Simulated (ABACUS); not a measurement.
Crystal: Au.

```
Au
1.0
     0.00000    2.03500    2.03500
     2.03500    0.00000    2.03500
     2.03500    2.03500    0.00000
Au
1
Direct
  0.00000 0.00000 0.00000
```

| Quantity | Value |
| --- | --- |
| Program | ABACUS 3.10.1 |
| Task | relaxation of cell and atoms |
| Functional | PBE |
| Potentials or basis | PseudoDojo NC SR 0.5 PBE standard |
| Cutoff | 1361 eV |
| Density cutoff | 5442 eV |
| Basis | TZDP LCAO (the cutoffs set its grid) |
| k mesh | 10 × 10 × 10 |
| Occupations | fermi-dirac, width 0.05 eV |
| Spin | no spin polarisation |

At the start: pressure 10.7 GPa; volume 16.85 Å³/atom.

Problem. Where does the relaxation end?

Solution. Over 6 steps the energy falls by 35.2 meV/atom and the volume is 17.99 Å³/atom (+6.7 %); space group Fm-3m (No. 225, to 0.05 Å).

The path:
| step | energy change (eV) | largest force (eV/Å) | pressure (GPa) | volume (Å³) |
| --- | --- | --- | --- | --- |
| 1 | 0.0000 | 0.0000 | 10.67 | 16.85 |
| 2 | 0.0304 | 0.0000 | -10.07 | 19.86 |
| 3 | -0.0352 | 0.0000 | -0.21 | 18.02 |
| 4 | -0.0352 | 0.0000 | -0.21 | 18.02 |
| 5 | -0.0352 | 0.0000 | 0.21 | 17.96 |
| 6 | -0.0352 | 0.0000 | 0.00 | 17.99 |

Final structure:
```
Au
1.0
     0.00000    2.07979    2.07979
     2.07979    0.00000    2.07979
     2.07979    2.07979    0.00000
Au
1
Direct
  0.00000 0.00000 0.00000
```

Caveat: the atomic orbitals were generated for these runs and aren't a published set; the basis of atomic orbitals isn't converged, which shifts pressures, moduli and gaps.
